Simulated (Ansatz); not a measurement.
Relaxed GeO₂ (rutile):

```yaml
crystal:
  lattice:
    - [4.48750, 0.00000, 0.00000]
    - [0.00000, 4.48750, 0.00000]
    - [0.00000, 0.00000, 2.90497]
  atoms:
    - { symbol: Ge, position: [0.00000, 0.00000, 0.00000] }
    - { symbol: Ge, position: [0.50000, 0.50000, 0.50000] }
    - { symbol: O, position: [0.30714, 0.30714, 0.00000] }
    - { symbol: O, position: [0.80714, 0.19286, 0.50000] }
    - { symbol: O, position: [0.19286, 0.80714, 0.50000] }
    - { symbol: O, position: [0.69286, 0.69286, 0.00000] }
```

A phonon eigenvector at Γ is frozen into this cell: atom i moves by Q times the vector below, so Q is the largest atomic displacement, in Å. The cell is held.

```csv
atom,x,y,z
O3,-0.707,-0.707,0.000
O4,-0.707,0.707,0.000
O5,0.707,-0.707,0.000
O6,0.707,0.707,0.000
```

Atoms not listed stay in place.

The numbers are results of PBE (plane waves to 420 eV, PAW, scalar-relativistic; Ansatz, a program for electronic structure), not measurements. k mesh 8×8×11 (Γ-centred), Fermi-Dirac smearing 0.05 eV. GeO2 was relaxed with its symmetry unable to fall. 

| Q (Å) | −dE/dQ from forces (eV/Å) |
|---|---|
| -0.280 | 48.210 |
| -0.233 | 36.345 |
| -0.187 | 26.356 |
| -0.140 | 17.970 |
| -0.093 | [?] |
| -0.047 | [?] |
| 0.000 | 0.001 |
| 0.047 | -4.236 |
| 0.093 | -7.854 |
| 0.140 | [?] |
| 0.187 | -13.835 |
| 0.233 | -16.629 |
| 0.280 | -19.781 |

Question: Some entries are withheld; supply them.

Answer: 
- -0.093, −dE/dQ from forces (eV/Å): 10.927
- -0.047, −dE/dQ from forces (eV/Å): 5.001
- 0.140, −dE/dQ from forces (eV/Å): -10.997

(For displaced atoms, the force is minus the slope of the energy, and its curvature is a force constant, which sets phonon frequencies.)
